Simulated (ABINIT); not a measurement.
# SiO2 (I-42d) in ABINIT: convergence with cutoff

Aim: find how far cutoff must go before the results for SiO2 settle, at PBEsol. This setting moves, with any that are tied to it; all else stays.

Everything below comes from runs of ABINIT 10.8.3 (patched build). Logs are shortened: lines on timing, memory, paths and dates and some standing lists are left out, and cuts for length are marked. The log counts tension as positive stress, the text compression.

## 1. The structure

The structure is tetragonal, space group I-42d (No. 122). Conventional cell: a = 4.955 Å, b = 4.955 Å, c = 7.311 Å, α = 90.00°, β = 90.00°, γ = 90.00°. Around Si (site symmetry -4) lie 4 O at 1.61 Å. O (site symmetry 2) has 2 Si at 1.61 Å as nearest neighbours.

The cell comes from a database or a generator and needn't be the stable form of this composition.

## 2. With cutoff 9 Ha

run.abi

```
# Pseudopotentials
pp_dirpath "./"
pseudos "Si.GGA_PBE-JTH.xml, O.GGA_PBE-JTH.xml"

# Structure
acell 3*1.0 Angstrom
rprim
    -2.4772904627     2.4772904627     3.6556712422
     2.4772904627    -2.4772904627     3.6556712422
     2.4772904627     2.4772904627    -3.6556712422
ntypat 2
znucl 14 8
natom 6
typat 1 1 2 2 2 2
xcart
     0.0000000000     2.4772904627     1.8278356211
     0.0000000000     0.0000000000     0.0000000000
    -0.4795347135     3.7159356940     0.9139178106
    -1.2386452314     1.9977557492     2.7417534316
     1.2386452314     2.9568251762     2.7417534316
     0.4795347135     1.2386452314     0.9139178105 Angstrom

# Plane-wave basis
ecut 244.902476 eV
pawecutdg 58.8
pawxcdev 0
pawovlp 30

# k points
kptopt 1
ngkpt 8 8 8
nshiftk 1
shiftk 0.0 0.0 0.0

# Exchange and correlation
ixc -116133

# Bands and occupations
nband 20
occopt 4
tsmear 0.1 eV

# SCF cycle
nstep 100
tolvrs 1.0e-9

# Output
iomode 3
prtwf 0
prtden 0
prteig 0
prtebands 0
enunit 1
```

Potentials or basis: JTH PAW PBE v2.0.

Command:

```console
> mpirun --bind-to none -np 4 abinit run.abi > log 2>&1
```

run.abo:

```text
.Version 10.8.3 of ABINIT
 Symmetries : space group I-4 2 d (#122); Bravais tI (body-center tetrag.)
================================================================================
 Values of the parameters that define the memory need of the present run
     intxc =       0    ionmov =       0      iscf =      17    lmnmax =       8
     lnmax =       4     mgfft =      27  mpssoang =       2    mqgrid =    3001
     natom =       6  nloc_mem =       2    nspden =       1   nspinor =       1
    nsppol =       1      nsym =       8    n1xccc =       1    ntypat =       2
    occopt =       4   xclevel =       2
       mpw =         799          nfft =       19683          nkpt =          59
Pmy_natom=         2
 PAW method is used; the additional fine FFT grid is defined by:
   mgfftf=        72    nfftf =    373248
================================================================================
================================================================================

--------------------------------------------------------------------------------
------------- Echo of variables that govern the present computation ------------
--------------------------------------------------------------------------------
 -outvars: echo values of preprocessed input variables --------
            acell      1.8897261259E+00  1.8897261259E+00  1.8897261259E+00 Bohr
              amu      2.80855000E+01  1.59994000E+01
             ecut      8.99999999E+00 Hartree
           enunit           1
                       outvar_i_n : Printing only first  50 k-points.
              ixc     -116133
                       outvar_i_n : Printing only first  50 k-points.
         kptrlatt        8    0    0      0    8    0      0    0    8
          kptrlen      7.49024081E+01
            natom           6
            nband          20
            ngfft          27      27      27
          ngfftdg          72      72      72
             nkpt          59
            nstep         100
             nsym           8
           ntypat           2
                       prtocc : prtvol=0, do not print more k-points.
           occopt           4
        pawecutdg      5.88000000E+01 Hartree
          pawovlp      3.0000000000E+01
         pawxcdev           0
           prtden           0
        prtebands           0
           prteig           0
            prtwf           0
            rprim     -2.4772904627E+00  2.4772904627E+00  3.6556712422E+00
                       2.4772904627E+00 -2.4772904627E+00  3.6556712422E+00
                       2.4772904627E+00  2.4772904627E+00 -3.6556712422E+00
          spgroup         122
           tolvrs      1.00000000E-09
           tsmear      3.67493222E-03 Hartree
            typat      1  1  2  2  2  2
           useylm           1
                       outvars : Printing only first  50 k-points.
           xangst      0.0000000000E+00  2.4772904627E+00  1.8278356211E+00
                      -1.7189655690E-17  1.7189655690E-17 -2.5366314897E-17
                      -4.7953471350E-01  3.7159356941E+00  9.1391781055E-01
                      -1.2386452314E+00  1.9977557492E+00  2.7417534316E+00
                       1.2386452313E+00  2.9568251762E+00  2.7417534316E+00
[... 182 lines left out ...]
    3     -0.67987315465612     0.00000000000000    -0.00000000000000
    4      0.00000000000000    -0.67987315465612     0.00000000000000
    5      0.00000000000000     0.67987315465612    -0.00000000000000
    6      0.67987315465612    -0.00000000000000     0.00000000000000
 frms,max,avg= 3.2049528E-01 6.7987315E-01   0.000E+00  0.000E+00  0.000E+00 e/A
 length scales=  1.889726125908  1.889726125908  1.889726125908 bohr
              =  1.000000000000  1.000000000000  1.000000000000 angstroms
 Fermi (or HOMO) energy (eV) =   2.67572   Average Vxc (eV)=  -8.38424
 Eigenvalues (   eV  ) for nkpt=  59  k points:
 kpt#   1, nband= 20, wtk=  0.00195, kpt=  0.0000  0.0000  0.0000 (reduced coord)
 -20.59257  -18.68638  -18.68638  -18.62548   -9.69565   -6.05611   -6.05611   -5.71422
  -2.92984   -2.49821   -2.05681   -1.87284   -1.87284   -1.14086   -0.43669   -0.43669
   4.95581    8.18721    9.94778    9.98896
 prteigrs : prtvol=0 or 1, do not print more k-points.

--- !EnergyTerms
iteration_state     : {dtset: 1, }
comment             : Components of total free energy in Hartree
kinetic             :  3.53851092435613E+01
hartree             :  3.07978262202026E+01
xc                  : -1.70641137782982E+01
Ewald energy        : -3.84400513417460E+01
psp_core            :  1.47068387409005E+00
local_psp           : -9.05553172573878E+01
PAW spherical_terms :  6.66984201021660E+00
internal            : -7.17360210293615E+01
'-kT*entropy'       :  1.93409796805993E-15
total_energy        : -7.17360210293615E+01
total_energy_eV     : -1.95203657597977E+03
...

--- !EnergyTermsDC
iteration_state     : {dtset: 1, }
comment             : '"Double-counting" decomposition of free energy'
band_energy         : -8.71179491696990E+00
Ewald energy        : -3.84400513417460E+01
psp_core            :  1.47068387409005E+00
xc_dc               : -2.83321610546570E+01
PAW spherical_terms :  2.27730034556445E+00
internal            : -7.17360230937185E+01
'-kT*entropy'       :  1.93409796805993E-15
total_energy_dc     : -7.17360230937185E+01
total_energy_dc_eV  : -1.95203663215379E+03
...

--- !EnergyTermsWithPAWCore
iteration_state     : {dtset: 1, }
comment             : 'Components of total free energy, including PAW core contributions'
Total energy        : -8.78481492427412E+02
Total energy DC     : -8.78481494491769E+02
Total energy (eV)   : -2.39046992003881E+04
Total energy DC (eV): -2.39046992565621E+04
...

 Cartesian components of stress tensor (hartree/bohr^3)
  sigma(1 1)=  4.39355879E-03  sigma(3 2)=  0.00000000E+00
  sigma(2 2)=  4.39355879E-03  sigma(3 1)=  0.00000000E+00
  sigma(3 3)=  4.42922916E-03  sigma(2 1)=  0.00000000E+00

-Cartesian components of stress tensor (GPa)         [Pressure= -1.2961E+02 GPa]
- sigma(1 1)=  1.29262962E+02  sigma(3 2)=  0.00000000E+00
- sigma(2 2)=  1.29262962E+02  sigma(3 1)=  0.00000000E+00
- sigma(3 3)=  1.30312421E+02  sigma(2 1)=  0.00000000E+00

== END DATASET(S) ==============================================================
================================================================================

 -outvars: echo values of variables after computation  --------
            acell      1.8897261259E+00  1.8897261259E+00  1.8897261259E+00 Bohr
           etotal     -7.1736023094E+01
            fcart      2.7608612095E-27  7.4464784914E-21  2.6504648479E-27
                       1.3804306048E-27  7.4464784914E-21 -2.0268260585E-27
                      -1.3221427834E-02  5.2125339777E-20 -2.0463553319E-20
                       4.4678862666E-20 -1.3221427834E-02  2.4830375264E-19
                       6.9643417507E-19  1.3221427834E-02 -2.4830375296E-19
                       1.3221427834E-02 -3.7232385555E-20  2.0463553007E-20
            rprim     -2.4772904627E+00  2.4772904627E+00  3.6556712422E+00
                       2.4772904627E+00 -2.4772904627E+00  3.6556712422E+00
                       2.4772904627E+00  2.4772904627E+00 -3.6556712422E+00
           strten      4.3935587888E-03  4.3935587888E-03  4.4292291560E-03
                       0.0000000000E+00  0.0000000000E+00  0.0000000000E+00
           xangst      0.0000000000E+00  2.4772904627E+00  1.8278356211E+00
                      -1.7189655690E-17  1.7189655690E-17 -2.5366314897E-17
                      -4.7953471350E-01  3.7159356941E+00  9.1391781055E-01
                      -1.2386452314E+00  1.9977557492E+00  2.7417534316E+00
                       1.2386452313E+00  2.9568251762E+00  2.7417534316E+00
                       4.7953471350E-01  1.2386452314E+00  9.1391781055E-01
             xred      7.5000000000E-01  2.5000000000E-01  5.0000000000E-01
                       0.0000000000E+00 -6.9388939039E-18  0.0000000000E+00
                       8.7500000000E-01  2.8213870008E-02  6.5321387001E-01
                       7.7821387001E-01  1.2500000000E-01  1.5321387001E-01
                       9.7178612999E-01  6.2500000000E-01  8.4678612999E-01
                       3.7500000000E-01  2.2178612999E-01  3.4678612999E-01
 Calculation completed.
```

Run time: 17 s. Hardware: 4 MPI ranks of Arm Neoverse V2, shared host; peak memory 0.64 GiB.

What came out:

* Free energy: -1952.0366 eV
* Largest force: 0.680 eV/Å
* Band gap on the k mesh: 5.36 eV, indirect (least direct gap 5.39 eV)

## 3. With cutoff 11.5 Ha

Edit run.abi of step 2 so:

```diff
@@ -23,3 +23,3 @@
 # Plane-wave basis
-ecut 244.902476 eV
+ecut 312.930942 eV
 pawecutdg 58.8
```

Potentials or basis: JTH PAW PBE v2.0.

Command:

```console
> mpirun --bind-to none -np 4 abinit run.abi > log 2>&1
```

Wall time 23 s (4 MPI ranks of Arm Neoverse V2, shared host); peak memory 0.64 GiB.

It converged, with:

* Free energy: -1970.3588 eV
* Largest force: 0.004 eV/Å
* Band gap on the k mesh: 5.71 eV, direct

## 4. With cutoff 14 Ha

Edit run.abi of step 3 so:

```diff
@@ -23,3 +23,3 @@
 # Plane-wave basis
-ecut 312.930942 eV
+ecut 380.959407 eV
 pawecutdg 58.8
```

Command:

```console
> mpirun --bind-to none -np 4 abinit run.abi > log 2>&1
```

Wall time 37 s (4 MPI ranks of Arm Neoverse V2, shared host); peak memory 0.68 GiB.

It converged, with:

* Free energy: -1975.7234 eV
* Largest force: 0.061 eV/Å
* Band gap on the k mesh: 5.83 eV, direct

## 5. With cutoff 16 Ha

Edit run.abi of step 4 so:

```diff
@@ -23,3 +23,3 @@
 # Plane-wave basis
-ecut 380.959407 eV
+ecut 435.382180 eV
 pawecutdg 58.8
```

Command:

```console
> mpirun --bind-to none -np 4 abinit run.abi > log 2>&1
```

It took 34 s on 4 MPI ranks of Arm Neoverse V2, shared host; peak memory 0.68 GiB.

Results (log left out):

| Property | Result |
| --- | --- |
| Free energy | -1976.9782 eV |
| Largest force | 0.035 eV/Å |
| Band gap on the k mesh | 5.87 eV, direct |

## 6. With cutoff 19.5 Ha

Edit run.abi of step 5 so:

```diff
@@ -23,3 +23,3 @@
 # Plane-wave basis
-ecut 435.382180 eV
+ecut 530.622032 eV
 pawecutdg 58.8
```

Potentials or basis: JTH PAW PBE v2.0.

Command:

```console
> mpirun --bind-to none -np 4 abinit run.abi > log 2>&1
```

Wall time 47 s (4 MPI ranks of Arm Neoverse V2, shared host); peak memory 0.72 GiB.

It converged, with:

| Property | Result |
| --- | --- |
| Free energy | -1977.3628 eV |
| Pressure | 0.6 GPa |
| Largest force | 0.027 eV/Å |
| Band gap on the k mesh | 5.88 eV, direct |

## 7. With cutoff 23 Ha

Edit run.abi of step 6 so:

```diff
@@ -23,3 +23,3 @@
 # Plane-wave basis
-ecut 530.622032 eV
+ecut 625.861884 eV
 pawecutdg 58.8
```

Command:

```console
> mpirun --bind-to none -np 4 abinit run.abi > log 2>&1
```

Run time: 67 s. Hardware: 4 MPI ranks of Arm Neoverse V2, shared host; peak memory 0.76 GiB.

Results (log left out):

- Free energy: -1977.3761 eV
- Pressure: 0.7 GPa
- Largest force: 0.027 eV/Å
- Band gap on the k mesh: 5.88 eV, direct

## 8. With cutoff 26.5 Ha

Edit run.abi of step 7 so:

```diff
@@ -23,3 +23,3 @@
 # Plane-wave basis
-ecut 625.861884 eV
+ecut 721.101736 eV
 pawecutdg 58.8
```

Command:

```console
> mpirun --bind-to none -np 4 abinit run.abi > log 2>&1
```

Run time: 83 s. Hardware: 4 MPI ranks of Arm Neoverse V2, shared host; peak memory 0.8 GiB.

Results (log left out):

| Quantity | Value |
| --- | --- |
| Free energy | -1977.4140 eV |
| Pressure | 0.4 GPa |
| Largest force | 0.024 eV/Å |
| Band gap on the k mesh | 5.88 eV, direct |

## 9. With cutoff 31 Ha

Edit run.abi of step 8 so:

```diff
@@ -23,3 +23,3 @@
 # Plane-wave basis
-ecut 721.101736 eV
+ecut 843.552974 eV
 pawecutdg 58.8
```

Potentials or basis: JTH PAW PBE v2.0.

Command:

```console
> mpirun --bind-to none -np 4 abinit run.abi > log 2>&1
```

Run time: 77 s. Hardware: 4 MPI ranks of Arm Neoverse V2, shared host; peak memory 0.84 GiB.

Results (log left out):

* Free energy: -1977.4717 eV
* Pressure: 0.5 GPa
* Largest force: 0.022 eV/Å
* Band gap on the k mesh: 5.89 eV, direct

## 10. With cutoff 37 Ha

Edit run.abi of step 9 so:

```diff
@@ -23,3 +23,3 @@
 # Plane-wave basis
-ecut 843.552974 eV
+ecut 1006.821291 eV
 pawecutdg 58.8
```

Command:

```console
> mpirun --bind-to none -np 4 abinit run.abi > log 2>&1
```

Run time: 1.7 min. Hardware: 4 MPI ranks of Arm Neoverse V2, shared host; peak memory 0.92 GiB.

The run converged. Its results:

```
Free energy            : -1977.4995 eV
Pressure               : 0.8 GPa
Largest force          : 0.022 eV/Å
Band gap on the k mesh : 5.89 eV, direct
```

## 11. Result

| cutoff | energy less the tightest run (meV/atom) | largest force (eV/Å) | gap on the mesh (eV) | SCF cycles | CPU time (s) |
| --- | --- | --- | --- | --- | --- |
| 9 Ha | 4243.81 | 0.680 | 5.357 | 12 | 66 |
| 11.5 Ha | 1190.11 | 0.004 | 5.714 | 14 | 91 |
| 14 Ha | 296.03 | 0.061 | 5.833 | 18 | 150 |
| 16 Ha | 86.88 | 0.035 | 5.872 | 15 | 140 |
| 19.5 Ha | 22.78 | 0.027 | 5.883 | 17 | 190 |
| 23 Ha | 20.57 | 0.027 | 5.883 | 18 | 270 |
| 26.5 Ha | 14.25 | 0.024 | 5.884 | 19 | 330 |
| 31 Ha | 4.64 | 0.022 | 5.886 | 15 | 310 |
| 37 Ha | 0.00 | 0.022 | 5.887 | 15 | 410 |

Against the tightest run, the largest force stays within 0.005 eV/Å from 26.5 Ha on; the gap on the mesh stays within 0.01 eV from 19.5 Ha on. Not settled before the last step: the energy (to 1 meV/atom). The tightest run that finished is the yardstick and may itself not be fully converged.

Caveats: the PAW data sets were made with another functional, which shifts forces and pressure a little; the atomic spheres overlap.
